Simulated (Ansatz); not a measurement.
# V: the cost of one run

Program: Ansatz 0.2.0. Level of theory: DFT PBE, scalar-relativistic, plane waves, PAW. These are calculated values, not measurements.

## (1) Starting point

It takes space group P4/mmm (No. 123, tetragonal). The conventional cell has a = 2.506 Å, b = 2.506 Å, c = 2.567 Å, α = 90.00°, β = 90.00°, γ = 90.00°. Around V (site symmetry 4/mmm) lie 6 V at 2.51 to 2.57 Å.

As a file:

```cif
data_structure
_symmetry_space_group_name_H-M 'P4/mmm'
_symmetry_Int_Tables_number 123
_cell_length_a 2.5056
_cell_length_b 2.5056
_cell_length_c 2.5672
_cell_angle_alpha 90.000
_cell_angle_beta 90.000
_cell_angle_gamma 90.000
_cell_volume 16.12
loop_
_atom_site_label
_atom_site_type_symbol
_atom_site_symmetry_multiplicity
_atom_site_Wyckoff_symbol
_atom_site_fract_x
_atom_site_fract_y
_atom_site_fract_z
_atom_site_occupancy
V1 V 1 a 0.00000 0.00000 0.00000 1
```

This is candidate A: P type (P4/mmm, No. 123).

(A quick probe on a coarse mesh, which set the mesh and smearing, is not shown.)

## (3) Coarse relaxation (candidate A)

Contents of input.yaml:

```yaml
crystal:
  lattice:
    - [2.5056166549, 0.0, 0.0]
    - [0.0, 2.5056166549, 0.0]
    - [0.0, 0.0, 2.5672440837]
  atoms:
    - { symbol: V, position: [0.0, 0.0, 0.0] }
basis:
  ecutwfc: 420
kpoints:
  mp_grid: { grid: [6, 6, 6] }
hamiltonian:
  xc: pbe
scf:
  occupations: { method: gaussian, width: 0.1 }
  lower_state_search: "off"
output:
  forces: true
  stress: true
  eigenvalues: true
relax:
  adjacent_minimum: "off"
  f_tol: 0.04
  max_steps: 70
  cell: { stress_tol: 0.4 }
```

**Question.** How long does this run take on 1 thread of an x86-64 CPU, shared host, and how much memory does it need?

About 5.2 s, with a peak of 0.42 GiB.
